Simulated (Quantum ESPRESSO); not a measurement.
# TiC (P1) in Quantum ESPRESSO: convergence with wavefunction cutoff

Aim: find how far wavefunction cutoff must go before the results for TiC settle, at PBE. This setting moves, with any that are tied to it; all else stays.

Program: Quantum ESPRESSO 7.5. These are calculated values, not measurements. Logs are shortened: lines on timing, memory, paths and dates and some standing lists are left out, and cuts for length are marked.

## (1) The cell of the first run

The typed cell holds 2 atoms: a = 3.063 Å, b = 3.063 Å, c = 3.063 Å, α = 60.00°, β = 60.00°, γ = 60.00°.

The cell is a database's computed one.

The cell isn't the ideal one: atoms moved at random, drawn with an rms of 0.02 Å.

## (2) With wavefunction cutoff 34 Ry

Contents of pw.in:

```
&CONTROL
  calculation = 'scf'
  prefix = 'pwscf'
  outdir = './tmp'
  pseudo_dir = './pseudo'
  tprnfor = .true.
  tstress = .true.
  disk_io = 'nowf'
/
&SYSTEM
  ibrav = 0
  nat = 2
  ntyp = 2
  ecutwfc = 34
  nbnd = 14
  occupations = 'smearing'
  smearing = 'fd'
  degauss = 0.00367493
/
&ELECTRONS
  conv_thr = 4d-10
  electron_maxstep = 120
  mixing_beta = 0.5
/
ATOMIC_SPECIES
Ti    47.8670 Ti.upf
C     12.0110 C.upf
CELL_PARAMETERS angstrom
   0.0000000000    2.1657188437    2.1657188437
   2.1657188437    0.0000000000    2.1657188437
   2.1657188437    2.1657188437    0.0000000000
ATOMIC_POSITIONS crystal
Ti     0.0009430000    0.0012720000   -0.0028360000
C      0.4979660000    0.5018480000    0.5049610000
K_POINTS automatic
9 9 9 0 0 0
```

Potentials or basis: PseudoDojo 0.4.1 SR PBE standard.

Command:

```sh
OMP_NUM_THREADS=1 pw.x -in pw.in > pw.out
```

pw.out:

```text
This program is part of the open-source Quantum ESPRESSO suite
     for quantum simulation of materials; please cite
[... 6 lines left out ...]
     --------------------
     sticks:   dense  smooth     PW     G-vecs:    dense   smooth      PW
     Sum         313     313    109                 3695     3695     725

     Using Slab Decomposition

     bravais-lattice index     =            0
     lattice parameter (alat)  =       5.7878  a.u.
     unit-cell volume          =     137.0985 (a.u.)^3
     number of atoms/cell      =            2
     number of atomic types    =            2
     number of electrons       =        16.00
     number of Kohn-Sham states=           14
     kinetic-energy cutoff     =      34.0000  Ry
     charge density cutoff     =     136.0000  Ry
     scf convergence threshold =      4.0E-10
     mixing beta               =       0.5000
     number of iterations used =            8  plain     mixing
     Exchange-correlation= PBE
                           (   1   4   3   4   0   0   0)

     celldm(1)=   5.787832  celldm(2)=   0.000000  celldm(3)=   0.000000
     celldm(4)=   0.000000  celldm(5)=   0.000000  celldm(6)=   0.000000

     crystal axes: (cart. coord. in units of alat)
               a(1) = (   0.000000   0.707107   0.707107 )
               a(2) = (   0.707107   0.000000   0.707107 )
               a(3) = (   0.707107   0.707107   0.000000 )

     reciprocal axes: (cart. coord. in units 2 pi/alat)
               b(1) = ( -0.707107  0.707107  0.707107 )
               b(2) = (  0.707107 -0.707107  0.707107 )
               b(3) = (  0.707107  0.707107 -0.707107 )

     PseudoPot. # 1 for Ti read from file:
     Ti.upf
     Pseudo is Norm-conserving + core correction, Zval = 12.0
     Generated using ONCVPSP code by D. R. Hamann
     Using radial grid of 1586 points,  6 beta functions with:
                l(1) =   0
                l(2) =   0
                l(3) =   1
                l(4) =   1
                l(5) =   2
                l(6) =   2

     PseudoPot. # 2 for C  read from file:
     C.upf
     Pseudo is Norm-conserving + core correction, Zval =  4.0
     Generated using ONCVPSP code by D. R. Hamann
     Using radial grid of 1248 points,  4 beta functions with:
                l(1) =   0
                l(2) =   0
                l(3) =   1
                l(4) =   1

     atomic species   valence    mass     pseudopotential
     Ti               12.00    47.86700     Ti( 1.00)
     C                 4.00    12.01100     C ( 1.00)

     No symmetry found

   Cartesian axes

     site n.     atom                  positions (alat units)
         1        Ti     tau(   1) = (  -0.0011059  -0.0013386   0.0015662  )
         2        C      tau(   2) = (   0.7119215   0.7091765   0.7069753  )

     number of k points=   365  Fermi-Dirac smearing, width (Ry)=  0.0037

     Number of k-points >= 100: set verbosity='high' to print them.

     Dense  grid:     3695 G-vectors     FFT dimensions: (  24,  24,  24)

     Check: negative core charge=   -0.000065

     Initial potential from superposition of free atoms

     starting charge      15.9984, renormalised to      16.0000
     Starting wfcs are   14 randomized atomic wfcs

     Self-consistent Calculation

     iteration #  1     ecut=    34.00 Ry     beta= 0.50
     Davidson diagonalization with overlap
     ethr =  1.00E-02,  avg # of iterations =  4.2

     total energy              =    -130.04244809 Ry
     estimated scf accuracy    <       0.99342145 Ry

     iteration #  2     ecut=    34.00 Ry     beta= 0.50
     Davidson diagonalization with overlap
     ethr =  6.21E-03,  avg # of iterations =  2.1

     total energy              =    -130.29826144 Ry
     estimated scf accuracy    <       0.63065016 Ry

     iteration #  3     ecut=    34.00 Ry     beta= 0.50
     Davidson diagonalization with overlap
     ethr =  3.94E-03,  avg # of iterations =  1.0

     total energy              =    -130.41509227 Ry
     estimated scf accuracy    <       0.01039903 Ry

     iteration #  4     ecut=    34.00 Ry     beta= 0.50
     Davidson diagonalization with overlap
     ethr =  6.50E-05,  avg # of iterations =  2.5

     total energy              =    -130.41768676 Ry
     estimated scf accuracy    <       0.00052716 Ry

     iteration #  5     ecut=    34.00 Ry     beta= 0.50
     Davidson diagonalization with overlap
     ethr =  3.29E-06,  avg # of iterations =  2.7

     total energy              =    -130.41771707 Ry
     estimated scf accuracy    <       0.00016036 Ry

     iteration #  6     ecut=    34.00 Ry     beta= 0.50
     Davidson diagonalization with overlap
     ethr =  1.00E-06,  avg # of iterations =  2.0

     total energy              =    -130.41775888 Ry
     estimated scf accuracy    <       0.00007931 Ry

     iteration #  7     ecut=    34.00 Ry     beta= 0.50
     Davidson diagonalization with overlap
     ethr =  4.96E-07,  avg # of iterations =  1.0

     total energy              =    -130.41776855 Ry
     estimated scf accuracy    <       0.00000200 Ry

     iteration #  8     ecut=    34.00 Ry     beta= 0.50
     Davidson diagonalization with overlap
     ethr =  1.25E-08,  avg # of iterations =  2.0

     total energy              =    -130.41776888 Ry
     estimated scf accuracy    <       0.00000006 Ry

     iteration #  9     ecut=    34.00 Ry     beta= 0.50
     Davidson diagonalization with overlap
     ethr =  3.63E-10,  avg # of iterations =  2.0

     total energy              =    -130.41776888 Ry
     estimated scf accuracy    <       0.00000002 Ry

     iteration # 10     ecut=    34.00 Ry     beta= 0.50
     Davidson diagonalization with overlap
     ethr =  1.17E-10,  avg # of iterations =  1.6

     total energy              =    -130.41776888 Ry
     estimated scf accuracy    <          5.1E-10 Ry

     iteration # 11     ecut=    34.00 Ry     beta= 0.50
     Davidson diagonalization with overlap
     ethr =  3.19E-12,  avg # of iterations =  2.0

     End of self-consistent calculation

     Number of k-points >= 100: set verbosity='high' to print the bands.

     the Fermi energy is    15.3586 ev

!    total energy              =    -130.41776888 Ry
     estimated scf accuracy    <          1.6E-10 Ry
     smearing contrib. (-TS)   =      -0.00015740 Ry
     internal energy E=F+TS    =    -130.41761149 Ry

     The total energy is F=E-TS. E is the sum of the following terms:
     one-electron contribution =     -28.14920200 Ry
     hartree contribution      =      21.68747646 Ry
     xc contribution           =     -21.55531003 Ry
     ewald contribution        =    -102.40057591 Ry

     convergence has been achieved in  11 iterations

     Forces acting on atoms (cartesian axes, Ry/au):

     atom    1 type  1   force =     0.00427557    0.00244958   -0.00121815
     atom    2 type  2   force =    -0.00427557   -0.00244958    0.00121815

     Total force =     0.007178     Total SCF correction =     0.000000

     Computing stress (Cartesian axis) and pressure

          total   stress  (Ry/bohr**3)                   (kbar)     P=    -1384.65
  -0.00940785  -0.00000294   0.00000147        -1383.94       -0.43        0.22
  -0.00000294  -0.00941396   0.00000085           -0.43    -1384.84        0.13
   0.00000147   0.00000085  -0.00941621            0.22        0.13    -1385.17

=------------------------------------------------------------------------------=
   JOB DONE.
=------------------------------------------------------------------------------=
```

Wall time 31 s (1 thread of Intel Xeon Platinum 8488C (Sapphire Rapids), shared host); peak memory 0.06 GiB.

What came out:

* Free energy: -1774.4241 eV
* Pressure: -138.5 GPa
* Largest force: 0.131 eV/Å
* Band gap on the k mesh: none (metal or under the smearing width)

## (3) With wavefunction cutoff 42 Ry

Changes to pw.in since step 2:

```diff
@@ -13,3 +13,3 @@
   ntyp = 2
-  ecutwfc = 34
+  ecutwfc = 42
   nbnd = 14
```

Potentials or basis: PseudoDojo 0.4.1 SR PBE standard.

Command:

```sh
OMP_NUM_THREADS=1 pw.x -in pw.in > pw.out
```

Run time: 35 s. Hardware: 1 thread of Intel Xeon Platinum 8488C (Sapphire Rapids), shared host; peak memory 0.08 GiB.

Results:

| Property | Result |
| --- | --- |
| Free energy | -1778.5454 eV |
| Pressure | -65.8 GPa |
| Largest force | 0.279 eV/Å |
| Band gap on the k mesh | none (metal or under the smearing width) |

## (4) With wavefunction cutoff 50 Ry

Changes to pw.in since step 3:

```diff
@@ -13,3 +13,3 @@
   ntyp = 2
-  ecutwfc = 42
+  ecutwfc = 50
   nbnd = 14
```

Command:

```sh
OMP_NUM_THREADS=1 pw.x -in pw.in > pw.out
```

It took 58 s on 1 thread of Intel Xeon Platinum 8488C (Sapphire Rapids), shared host; peak memory 0.1 GiB.

Results:

```
Free energy            : -1780.0457 eV
Pressure               : -28.1 GPa
Largest force          : 0.198 eV/Å
Band gap on the k mesh : none (metal or under the smearing width)
```

## (5) With wavefunction cutoff 59 Ry

Changes to pw.in since step 4:

```diff
@@ -13,3 +13,3 @@
   ntyp = 2
-  ecutwfc = 50
+  ecutwfc = 59
   nbnd = 14
```

Command:

```sh
OMP_NUM_THREADS=1 pw.x -in pw.in > pw.out
```

Wall time 60 s (1 thread of Intel Xeon Platinum 8488C (Sapphire Rapids), shared host); peak memory 0.12 GiB.

What came out:

```
Free energy            : -1780.5786 eV
Pressure               : -8.5 GPa
Largest force          : 0.208 eV/Å
Band gap on the k mesh : none (metal or under the smearing width)
```

## (6) With wavefunction cutoff 67 Ry

Changes to pw.in since step 5:

```diff
@@ -13,3 +13,3 @@
   ntyp = 2
-  ecutwfc = 59
+  ecutwfc = 67
   nbnd = 14
```

Potentials or basis: PseudoDojo 0.4.1 SR PBE standard.

Command:

```sh
OMP_NUM_THREADS=1 pw.x -in pw.in > pw.out
```

Wall time 65 s (1 thread of Intel Xeon Platinum 8488C (Sapphire Rapids), shared host); peak memory 0.14 GiB.

The run converged. Its results:

```
Free energy            : -1780.7066 eV
Pressure               : -1.7 GPa
Largest force          : 0.215 eV/Å
Band gap on the k mesh : none (metal or under the smearing width)
```

## (7) With wavefunction cutoff 76 Ry

Changes to pw.in since step 6:

```diff
@@ -13,3 +13,3 @@
   ntyp = 2
-  ecutwfc = 67
+  ecutwfc = 76
   nbnd = 14
```

Command:

```sh
OMP_NUM_THREADS=1 pw.x -in pw.in > pw.out
```

Run time: 94 s. Hardware: 1 thread of Intel Xeon Platinum 8488C (Sapphire Rapids), shared host; peak memory 0.16 GiB.

Results (log left out):

```
Free energy            : -1780.7305 eV
Pressure               : 0.1 GPa
Largest force          : 0.211 eV/Å
Band gap on the k mesh : none (metal or under the smearing width)
```

## (8) With wavefunction cutoff 84 Ry

Changes to pw.in since step 7:

```diff
@@ -13,3 +13,3 @@
   ntyp = 2
-  ecutwfc = 76
+  ecutwfc = 84
   nbnd = 14
```

Command:

```sh
OMP_NUM_THREADS=1 pw.x -in pw.in > pw.out
```

Wall time 1.7 min (1 thread of Intel Xeon Platinum 8488C (Sapphire Rapids), shared host); peak memory 0.18 GiB.

The run converged. Its results:

- Free energy: -1780.7338 eV
- Pressure: 0.4 GPa
- Largest force: 0.211 eV/Å
- Band gap on the k mesh: none (metal or under the smearing width)

## (9) With wavefunction cutoff 101 Ry

Changes to pw.in since step 8:

```diff
@@ -13,3 +13,3 @@
   ntyp = 2
-  ecutwfc = 84
+  ecutwfc = 101
   nbnd = 14
```

Potentials or basis: PseudoDojo 0.4.1 SR PBE standard.

Command:

```sh
OMP_NUM_THREADS=1 pw.x -in pw.in > pw.out
```

Wall time 2.5 min (1 thread of Intel Xeon Platinum 8488C (Sapphire Rapids), shared host); peak memory 0.23 GiB.

Results (log left out):

```
Free energy            : -1780.7343 eV
Pressure               : 0.4 GPa
Largest force          : 0.211 eV/Å
Band gap on the k mesh : none (metal or under the smearing width)
```

## (10) With wavefunction cutoff 126 Ry

Changes to pw.in since step 9:

```diff
@@ -13,3 +13,3 @@
   ntyp = 2
-  ecutwfc = 101
+  ecutwfc = 126
   nbnd = 14
```

Command:

```sh
OMP_NUM_THREADS=1 pw.x -in pw.in > pw.out
```

It took 3.6 min on 1 thread of Intel Xeon Platinum 8488C (Sapphire Rapids), shared host; peak memory 0.31 GiB.

It converged, with:

```yaml
Free_energy: -1780.7347 eV
Pressure: 0.4 GPa
Largest_force: 0.211 eV/Å
Band_gap_on_the_k_mesh: none (metal or under the smearing width)
```

## (11) Result

```
wavefunction cutoff  energy less the tightest run, at zero smearing (meV/atom)  pressure (GPa)  largest force (eV/Å)  SCF cycles  CPU time (s)  peak memory (GiB)
              34 Ry                                                    3155.18         -138.47                 0.131          11            31               0.06
              42 Ry                                                    1094.47          -65.83                 0.279          12            35               0.08
              50 Ry                                                     344.45          -28.13                 0.198          12            58                0.1
              59 Ry                                                      78.04           -8.52                 0.208          12            60               0.12
              67 Ry                                                      14.03           -1.67                 0.215          12            65               0.14
              76 Ry                                                       2.11            0.08                 0.211          12            94               0.16
              84 Ry                                                       0.47            0.40                 0.211          12           100               0.18
             101 Ry                                                       0.18            0.45                 0.211          12           150               0.23
             126 Ry                                                       0.00            0.45                 0.211          12           220               0.31
```

Against the tightest run, the energy stays within 1 meV/atom from 84 Ry on; the pressure stays within 0.1 GPa from 84 Ry on; the largest force stays within 0.005 eV/Å from 59 Ry on. The tightest run that finished is the yardstick and may itself not be fully converged.
